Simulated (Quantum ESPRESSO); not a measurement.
# WS4 in Quantum ESPRESSO: a series of runs, part 2 of 3

Quantum ESPRESSO 7.5. The steps go on from the part before.

### 3 Work function, PBE

The input, pw.in:

```
&CONTROL
  calculation = 'scf'
  prefix = 'pwscf'
  outdir = './tmp'
  pseudo_dir = './pseudo'
  tprnfor = .true.
  disk_io = 'low'
/
&SYSTEM
  ibrav = 0
  celldm(1) = 8
  nat = 5
  ntyp = 2
  ecutwfc = 74
  nbnd = 27
  occupations = 'smearing'
  smearing = 'fd'
  degauss = 0.00367493
/
&ELECTRONS
  conv_thr = 5d-09
  electron_maxstep = 150
  mixing_beta = 0.3
  mixing_mode = 'local-TF'
/
ATOMIC_SPECIES
S     32.0600 S.upf
W    183.8400 W.upf
CELL_PARAMETERS alat
  0.7519967530608   0.0000000000000   0.0000000000000
 -0.3759983765440   0.6512482917219   0.0000000000000
  0.0000000000000   0.0000000000000  10.8144850192355
ATOMIC_POSITIONS crystal
S      0.6666666700    0.3333333400    0.1638190111
S      0.6666666700    0.3333333400    0.4659374011
W      0.3333333300    0.6666666600    0.5000000000
S      0.6666666700    0.3333333400    0.5340625989
S      0.6666666700    0.3333333400    0.8361809889
K_POINTS automatic
10 10 1 0 0 0
```

The input, pp_density.in:

```
&INPUTPP
  prefix = 'pwscf'
  outdir = './tmp'
  filplot = 'density.dat'
  plot_num = 0
/
&PLOT
  nfile = 1
  filepp(1) = 'density.dat'
  iflag = 3
  output_format = 6
  fileout = 'density.cube'
/
```

The input, pp_potential.in:

```
&INPUTPP
  prefix = 'pwscf'
  outdir = './tmp'
  filplot = 'potential.dat'
  plot_num = 11
/
&PLOT
  nfile = 1
  filepp(1) = 'potential.dat'
  iflag = 3
  output_format = 6
  fileout = 'potential.cube'
/
```

The input, pp_elf.in:

```
&INPUTPP
  prefix = 'pwscf'
  outdir = './tmp'
  filplot = 'elf.dat'
  plot_num = 8
/
&PLOT
  nfile = 1
  filepp(1) = 'elf.dat'
  iflag = 3
  output_format = 6
  fileout = 'elf.cube'
/
```

Potentials or basis: PseudoDojo 0.4.1 SR PBE standard.

The run is started by

```bash
$ OMP_NUM_THREADS=1 mpirun -n 2 pw.x -nk 2 -in pw.in > pw.out
$ OMP_NUM_THREADS=1 mpirun -n 1 pp.x -in pp_density.in > pp_density.out
$ OMP_NUM_THREADS=1 mpirun -n 1 pp.x -in pp_potential.in > pp_potential.out
$ OMP_NUM_THREADS=1 mpirun -n 1 pp.x -in pp_elf.in > pp_elf.out
```

pw.out:

```text
This program is part of the open-source Quantum ESPRESSO suite
     for quantum simulation of materials; please cite
[... 6 lines left out ...]
     using ibrav=0 with symmetry is DISCOURAGED, use correct ibrav instead

     K-points division:     npool     =       2
     Subspace diagonalization in iterative solution of the eigenvalue problem:
     a serial algorithm will be used

     G-vector sticks info
     --------------------
     sticks:   dense  smooth     PW     G-vecs:    dense   smooth      PW
     Sum         745     745    211               233789   233789   36129

     Using Slab Decomposition

     bravais-lattice index     =            0
     lattice parameter (alat)  =       8.0000  a.u.
     unit-cell volume          =    2711.6796 (a.u.)^3
     number of atoms/cell      =            5
     number of atomic types    =            2
     number of electrons       =        38.00
     number of Kohn-Sham states=           27
     kinetic-energy cutoff     =      74.0000  Ry
     charge density cutoff     =     296.0000  Ry
     scf convergence threshold =      5.0E-09
     mixing beta               =       0.3000
     number of iterations used =            8  local-TF  mixing
     Exchange-correlation= PBE
                           (   1   4   3   4   0   0   0)

     celldm(1)=   8.000000  celldm(2)=   0.000000  celldm(3)=   0.000000
     celldm(4)=   0.000000  celldm(5)=   0.000000  celldm(6)=   0.000000

     crystal axes: (cart. coord. in units of alat)
               a(1) = (   0.751997   0.000000   0.000000 )
               a(2) = (  -0.375998   0.651248   0.000000 )
               a(3) = (   0.000000   0.000000  10.814485 )

     reciprocal axes: (cart. coord. in units 2 pi/alat)
               b(1) = (  1.329793  0.767756 -0.000000 )
               b(2) = (  0.000000  1.535513  0.000000 )
               b(3) = (  0.000000 -0.000000  0.092469 )

     PseudoPot. # 1 for S  read from file:
     S.upf
     Pseudo is Norm-conserving + core correction, Zval =  6.0
     Generated using ONCVPSP code by D. R. Hamann
     Using radial grid of 1146 points,  6 beta functions with:
                l(1) =   0
                l(2) =   0
                l(3) =   1
                l(4) =   1
                l(5) =   2
                l(6) =   2

     PseudoPot. # 2 for W  read from file:
     W.upf
     Pseudo is Norm-conserving + core correction, Zval = 14.0
     Generated using ONCVPSP code by D. R. Hamann
     Using radial grid of 1396 points,  8 beta functions with:
                l(1) =   0
                l(2) =   0
                l(3) =   1
                l(4) =   1
                l(5) =   2
                l(6) =   2
                l(7) =   3
                l(8) =   3

     atomic species   valence    mass     pseudopotential
     S                 6.00    32.06000     S ( 1.00)
     W                14.00   183.84000     W ( 1.00)

     12 Sym. Ops. (no inversion) found

   Cartesian axes

     site n.     atom                  positions (alat units)
         1        S      tau(   1) = (   0.3759984   0.2170828   1.7716182  )
         2        S      tau(   2) = (   0.3759984   0.2170828   5.0388730  )
         3        W      tau(   3) = (  -0.0000000   0.4341655   5.4072425  )
         4        S      tau(   4) = (   0.3759984   0.2170828   5.7756120  )
         5        S      tau(   5) = (   0.3759984   0.2170828   9.0428668  )

     number of k points=    14  Fermi-Dirac smearing, width (Ry)=  0.0037
                       cart. coord. in units 2pi/alat
        k(    1) = (   0.0000000   0.0000000   0.0000000), wk =   0.0200000
        k(    2) = (   0.0000000   0.1535513   0.0000000), wk =   0.1200000
        k(    3) = (   0.0000000   0.3071025   0.0000000), wk =   0.1200000
        k(    4) = (   0.0000000   0.4606538   0.0000000), wk =   0.1200000
        k(    5) = (   0.0000000   0.6142051   0.0000000), wk =   0.1200000
        k(    6) = (   0.0000000  -0.7677563   0.0000000), wk =   0.0600000
        k(    7) = (   0.1329793   0.2303269   0.0000000), wk =   0.1200000
        k(    8) = (   0.1329793   0.3838782   0.0000000), wk =   0.2400000
        k(    9) = (   0.1329793   0.5374294   0.0000000), wk =   0.2400000
        k(   10) = (   0.1329793   0.6909807   0.0000000), wk =   0.2400000
        k(   11) = (   0.2659586   0.4606538   0.0000000), wk =   0.1200000
        k(   12) = (   0.2659586   0.6142051   0.0000000), wk =   0.2400000
        k(   13) = (   0.2659586   0.7677563   0.0000000), wk =   0.1200000
        k(   14) = (   0.3989379   0.6909807   0.0000000), wk =   0.1200000

     Dense  grid:   233789 G-vectors     FFT dimensions: (  36,  36, 480)

     Initial potential from superposition of free atoms

     starting charge      37.9994, renormalised to      38.0000

     negative rho (up, down):  4.636E-05 0.000E+00
     Starting wfcs are   26 randomized atomic wfcs +    1 random wfcs

     Self-consistent Calculation

     iteration #  1     ecut=    74.00 Ry     beta= 0.30
     Davidson diagonalization with overlap
     ethr =  1.00E-02,  avg # of iterations =  5.0

     Threshold (ethr) on eigenvalues was too large:
     Diagonalizing with lowered threshold

     Davidson diagonalization with overlap
     ethr =  3.63E-04,  avg # of iterations =  2.9

     negative rho (up, down):  7.243E-04 0.000E+00

     total energy              =    -239.90040555 Ry
     estimated scf accuracy    <       0.14464623 Ry

     iteration #  2     ecut=    74.00 Ry     beta= 0.30
     Davidson diagonalization with overlap
     ethr =  3.81E-04,  avg # of iterations =  1.0
[... 10 lines left out ...]
     negative rho (up, down):  5.713E-03 0.000E+00

     total energy              =    -239.88057338 Ry
     estimated scf accuracy    <       0.01546103 Ry

     iteration #  4     ecut=    74.00 Ry     beta= 0.30
     Davidson diagonalization with overlap
     c_bands:  1 eigenvalues not converged
     c_bands:  1 eigenvalues not converged
     ethr =  4.07E-05,  avg # of iterations =  8.9

     negative rho (up, down):  6.094E-03 0.000E+00

     total energy              =    -239.88086032 Ry
     estimated scf accuracy    <       0.00417281 Ry

     iteration #  5     ecut=    74.00 Ry     beta= 0.30
     Davidson diagonalization with overlap
     ethr =  1.10E-05,  avg # of iterations =  4.7
[... 37 lines left out ...]
     negative rho (up, down):  1.169E-03 0.000E+00

     total energy              =    -239.88103832 Ry
     estimated scf accuracy    <       0.00009846 Ry

     iteration # 10     ecut=    74.00 Ry     beta= 0.30
     Davidson diagonalization with overlap
     c_bands:  1 eigenvalues not converged
     ethr =  2.59E-07,  avg # of iterations =  5.2

     negative rho (up, down):  5.400E-04 0.000E+00

     total energy              =    -239.88102846 Ry
     estimated scf accuracy    <       0.00009728 Ry

     iteration # 11     ecut=    74.00 Ry     beta= 0.30
     Davidson diagonalization with overlap
     ethr =  2.56E-07,  avg # of iterations =  4.6

     negative rho (up, down):  4.638E-04 0.000E+00

     total energy              =    -239.88104563 Ry
     estimated scf accuracy    <       0.00002269 Ry

     iteration # 12     ecut=    74.00 Ry     beta= 0.30
     Davidson diagonalization with overlap
     c_bands:  1 eigenvalues not converged
     ethr =  5.97E-08,  avg # of iterations =  4.4

     negative rho (up, down):  2.214E-04 0.000E+00

     total energy              =    -239.88105124 Ry
     estimated scf accuracy    <       0.00001071 Ry

     iteration # 13     ecut=    74.00 Ry     beta= 0.30
     Davidson diagonalization with overlap
     ethr =  2.82E-08,  avg # of iterations =  4.1
[... 53 lines left out ...]
     total energy              =    -239.88105128 Ry
     estimated scf accuracy    <          5.3E-09 Ry

     iteration # 20     ecut=    74.00 Ry     beta= 0.30
     Davidson diagonalization with overlap
     ethr =  1.39E-11,  avg # of iterations =  2.1

     End of self-consistent calculation

          k = 0.0000 0.0000 0.0000 ( 29187 PWs)   bands (ev):

   -77.1958 -41.4356 -41.2809 -41.2809 -17.9402 -16.2645 -15.3019 -15.3019
    -9.4972  -6.0606  -6.0606  -5.2126  -4.8163  -4.8163  -4.6244  -4.6244
    -3.1455  -1.3567  -1.3567  -1.3567  -1.3567  -0.2661  -0.2661  -0.0841
    -0.0841   1.9225   2.5059

          k = 0.0000 0.1536 0.0000 ( 29181 PWs)   bands (ev):

   -77.1942 -41.4298 -41.3133 -41.2884 -17.7763 -16.2062 -15.1878 -15.1878
    -9.3033  -6.4727  -5.9003  -5.7811  -5.0663  -4.5345  -4.5125  -4.5125
    -3.2433  -1.9664  -1.9664  -1.4886  -1.4886  -0.4439  -0.3826  -0.2277
     0.0353   2.4300   2.7006
[... 15 lines left out ...]
          k = 0.0000 0.6142 0.0000 ( 29158 PWs)   bands (ev):

   -77.1807 -41.5811 -41.3800 -41.3518 -16.0869 -15.6265 -13.9601 -13.9601
    -9.3602  -8.0411  -7.5655  -6.4771  -5.8937  -5.8937  -5.1673  -4.5805
    -4.2838  -3.3351  -3.3351  -2.4101  -2.4101  -0.4589  -0.2058   0.7853
     1.5216   2.7893   4.4871

          k = 0.0000-0.7678 0.0000 ( 29238 PWs)   bands (ev):

   -77.1792 -41.6119 -41.3741 -41.3592 -15.8249 -15.5443 -13.7649 -13.7649
    -9.6473  -8.2825  -7.5760  -6.6009  -6.3229  -6.3229  -5.2403  -4.4545
    -4.0693  -3.1542  -3.1542  -2.5020  -2.5020  -0.3157   0.1490   0.9183
     1.6112   1.9593   4.7751

          k = 0.1330 0.2303 0.0000 ( 29137 PWs)   bands (ev):

   -77.1913 -41.4192 -41.3692 -41.3043 -17.4663 -16.0959 -14.9691 -14.9691
    -8.9536  -7.0877  -6.2891  -5.6606  -5.6353  -4.3882  -4.2991  -4.2991
    -3.5088  -2.8719  -2.8719  -1.7948  -1.7948  -0.7862  -0.4416  -0.4365
     0.5749   2.9468   3.0776
[... 43 lines left out ...]
          k = 0.3989 0.6910 0.0000 ( 29160 PWs)   bands (ev):

   -77.1774 -41.5438 -41.4730 -41.3675 -15.5616 -15.4042 -13.5713 -13.5713
    -8.8544  -8.6849  -7.4468  -6.9870  -6.4608  -5.4985  -5.4985  -5.3955
    -4.7110  -4.7110  -3.3158  -2.9797  -2.9797  -1.1664   0.2857   0.7488
     2.2982   3.4471   4.2224

     the Fermi energy is    -3.0897 ev

!    total energy              =    -239.88105127 Ry
     estimated scf accuracy    <          3.0E-09 Ry
     smearing contrib. (-TS)   =      -0.00385310 Ry
     internal energy E=F+TS    =    -239.87719817 Ry

     The total energy is F=E-TS. E is the sum of the following terms:
     one-electron contribution =   -2314.54698204 Ry
     hartree contribution      =    1156.60573239 Ry
     xc contribution           =     -57.95092871 Ry
     ewald contribution        =     976.01498019 Ry

     convergence has been achieved in  20 iterations

     Forces acting on atoms (cartesian axes, Ry/au):

     atom    1 type  1   force =     0.00000000    0.00000000    0.00001714
     atom    2 type  1   force =     0.00000000    0.00000000   -0.00977923
     atom    3 type  2   force =     0.00000000   -0.00000000    0.00000000
     atom    4 type  1   force =     0.00000000   -0.00000000    0.00977923
     atom    5 type  1   force =     0.00000000   -0.00000000   -0.00001714

     Total force =     0.013830     Total SCF correction =     0.000092

=------------------------------------------------------------------------------=
   JOB DONE.
=------------------------------------------------------------------------------=
```

Run time: 4.8 min. Hardware: 2 MPI ranks of Arm Neoverse V1, shared host; peak memory 0.96 GiB.

Results:

| Quantity | Value |
| --- | --- |
| Free energy | -3263.7480 eV |
| Largest force | 0.251 eV/Å |
| Band gap on the k mesh | none (metal or under the smearing width) |
| Work function of the upper face | 7.04 eV |
| Work function of the lower face | 7.04 eV |

Forces on the atoms (eV/Å):
```
S    0.000  0.000  0.000
S    0.000  0.000 -0.251
W    0.000  0.000  0.000
S    0.000  0.000  0.251
S    0.000  0.000  0.000
```

Spin-orbit coupling is left out, which matters for the levels of W.

(Part 2 of 3 ends here.)
